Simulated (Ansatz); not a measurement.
**Ta2C: relaxation of cell and atoms with LDA+U**

The system is Ta2C.

```
CELL_PARAMETERS angstrom
3.10590 0.00000 0.00000
-1.55295 2.68979 0.00000
0.00000 0.00000 4.94640
ATOMIC_POSITIONS crystal
Ta 0.66667 0.33333 0.74799
Ta 0.33333 0.66667 0.25201
C 0.00000 0.00000 0.00000
```

```
Program             : Ansatz 0.2.0
Task                : relaxation of cell and atoms
Functional          : LDA
Potentials or basis : Ansatz PAW
Cutoff              : 420 eV (not typed: the program's choice for these potentials)
k mesh              : 10 × 10 × 6
Occupations         : fermi-dirac, width 0.05 eV
Spin                : no spin polarisation
Hubbard terms       : Ta d U = 3 eV
Hubbard projectors  : ortho-atomic (the default)
Double counting     : fll (the default)
```

```
Relaxed volume                         : 13.45 Å³/atom
Relaxed cell                           : a = 3.083 Å, b = 3.083 Å, c = 4.899 Å, α = 90.00°, β = 90.00°, γ = 120.00°
Space group after relaxing (to 0.05 Å) : P-3m1 (No. 164)
Energy gained by relaxing              : 6.8 meV/atom
Ionic steps                            : 5
Pressure after relaxing                : 0.0 GPa
Band gap on the k mesh                 : none (metal or under the smearing width)
```

Forces on the atoms (eV/Å):
```
Ta   0.000  0.000  0.002
Ta   0.000  0.000 -0.002
C    0.000  0.000  0.000
```

The path:
| step | energy change (eV) | largest force (eV/Å) | volume (Å³) |
| --- | --- | --- | --- |
| 1 | 0.0000 | 0.0313 | 41.32 |
| 2 | -0.0195 | 0.0789 | 40.59 |
| 3 | -0.0210 | 0.0314 | 40.44 |
| 4 | -0.0215 | 0.0016 | 40.34 |
| 5 | -0.0203 | 0.0021 | 40.34 |

Final structure:
```yaml
crystal:
  lattice:
    - [3.08349, 0.00000, 0.00000]
    - [-1.54174, 2.67038, 0.00000]
    - [0.00000, 0.00000, 4.89889]
  atoms:
    - { symbol: Ta, position: [0.66667, 0.33333, 0.74628] }
    - { symbol: Ta, position: [0.33333, 0.66667, 0.25372] }
    - { symbol: C, position: [0.00000, 0.00000, 0.00000] }
```

Levels at points of the mesh, in eV from the Fermi level:
```csv
k point,band 11,band 12,band 13,band 14,band 15,band 16,band 17,band 18,band 19
"(0.00, 0.00, 0.00)",-3.77,-3.77,-3.20,-0.10,0.43,0.43,1.13,1.13,2.43
"(0.00, 0.00, -0.50)",-4.04,-4.04,-1.96,-1.71,-0.23,-0.23,2.88,2.88,3.61
"(0.00, -0.50, 0.00)",-4.56,-4.18,-3.72,-1.93,-0.34,3.27,3.51,4.58,5.07
"(0.00, -0.50, -0.50)",-4.84,-3.72,-2.51,-1.28,-1.15,1.42,1.43,4.44,4.92
```

Eigenvalues of the final occupation matrices:
```
  site  spin  trace               eigenvalues
site 1     1   1.95  0.33 0.33 0.41 0.44 0.44
site 2     1   1.95  0.33 0.33 0.41 0.44 0.44
```

Run time: 14 s on 2 threads of Arm Neoverse V2 (shared host), peak memory 0.39 GiB.

Caveat: the plane-wave basis is chosen anew once the cell has moved, so the energies of steps on either side of that aren't comparable; U without spin polarisation on a metal has little footing; the PAW data sets come from PBE, with cores solved anew for the run's functional, which leaves a small shift of forces and pressure; the U is typed as a test and isn't derived for this compound. The run has no spin-orbit coupling, so splittings on Ta are missing.
